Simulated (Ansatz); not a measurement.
Bi2Se3 (Paraguanajuatite), 5 atoms in the cell. Symmetry: R-3m, No. 166, trigonal system. The conventional cell has a = 4.143 Å, b = 4.143 Å, c = 28.636 Å, α = 90.00°, β = 90.00°, γ = 120.00°. Bi (site symmetry 3m) is surrounded by 6 Se at 2.85 to 3.07 Å. Se (site symmetry 3m) is surrounded by 3 Bi at 2.85 Å. Se (site symmetry -3m) has 6 Bi at 3.07 Å as nearest neighbours. 

| Quantity | Value |
| --- | --- |
| Program | Ansatz 0.2.0 |
| Task | relaxation of cell and atoms |
| Functional | RPBE |
| Potentials or basis | Ansatz PAW |
| Cutoff | 420 eV (not typed: the program's choice for these potentials) |
| k mesh | 8 × 8 × 8 |
| Occupations | fermi-dirac, width 0.05 eV |
| Spin | no spin polarisation |

Potentials or basis: Ansatz PAW.

Run with:

```sh
$ ansatz run input.yaml --threads 2 --pin off --max-ram 5120MiB --backend cpu --events-out ev --progress --plain --runs-dir out
```

Hardware: 2 threads of Arm Neoverse V1, on a shared host.

Problem. Estimate the wall time of this run.

Solution. It took 3.2 min on 2 threads of Arm Neoverse V1, with other jobs on the host, peak memory 0.72 GiB. Counts: scf iterations 113, plane waves 3629, k points 65, bands 47, ion steps 14.
